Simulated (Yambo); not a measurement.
InP: G0W0 quasiparticle levels with PBEsol

Crystal: InP.

```xyz
2
Lattice="0.0000 2.9305 2.9305 2.9305 0.0000 2.9305 2.9305 2.9305 0.0000" Properties=species:S:1:pos:R:3 pbc="T T T"
In    0.0000    0.0000    0.0000
P     4.3957    4.3957    4.3957
```

```
Program                                       : Yambo 5.3.0
Task                                          : G0W0 quasiparticle levels
Functional                                    : PBEsol
Potentials or basis                           : PseudoDojo 0.4 FR PBEsol standard
Cutoff                                        : 952 eV
Density cutoff                                : 3810 eV
k mesh                                        : 3 × 3 × 3
Occupations                                   : fixed
Spin                                          : non-collinear spin, zero start, spin-orbit coupling
Random integration of the Coulomb term        : no
Direction of the field or of q to 0           : x + y + z
Broadening                                    : 0.1 eV
States corrected                              : Γ and the k points of the band edges
Frequency dependence of W                     : plasmon pole
Terminator of the band sum in the self-energy : none
Quasiparticle equation                        : linearised (Newton)
Imaginary frequency of the plasmon-pole fit   : 27.2114 eV
Bands in the response                         : 138
Bands in the self-energy                      : 138
Cutoff of the response matrix                 : 6 Ry
Cutoff of exchange and Vxc                    : 70 Ry
Bands corrected (first, last)                 : [15, 20]
```

```json
{"Band gap on the k mesh, mean-field level": "0.54 eV, direct", "Quasiparticle gap": "0.92 eV", "Least direct quasiparticle gap": "0.92 eV", "Quasiparticle gap at Γ": "0.92 eV", "Band gap of the same states before the correction": "0.54 eV"}
```

Quasiparticle terms (eV):
```csv
k point,band,Kohn-Sham level,Vxc,Σx,Σc,Z,result
"(0.000, 0.000, 0.000)",15,0.00,-12.41,-13.84,1.44,0.79,0.01
"(0.000, 0.000, 0.000)",16,0.00,-12.41,-13.84,1.44,0.79,0.01
"(0.000, 0.000, 0.000)",17,0.00,-12.41,-13.84,1.44,0.79,0.01
"(0.000, 0.000, 0.000)",18,0.00,-12.41,-13.84,1.44,0.79,0.01
"(0.000, 0.000, 0.000)",19,0.54,-11.32,-7.16,-3.68,0.80,0.93
"(0.000, 0.000, 0.000)",20,0.54,-11.32,-7.16,-3.68,0.80,0.93
```

It took 2.1 min on 1 thread of Arm Neoverse V2, on a shared host.

Caveat: the k mesh is coarse (spacing up to 0.62 Å⁻¹), so the values aren't converged; mesh, valence shells or block size may be too small for converged GW; the basis isn't converged for GW; a mesh with odd counts misses the zone's faces, so its gaps can be larger than the crystal's; the potentials hold a filled d shell without the s and p states of that shell, which can shift GW gaps by tenths of an eV, either way; this version prints the column dSc/dw multiplied by 27.2; an odd mesh through Γ misses points on the zone boundary, where band edges often lie.
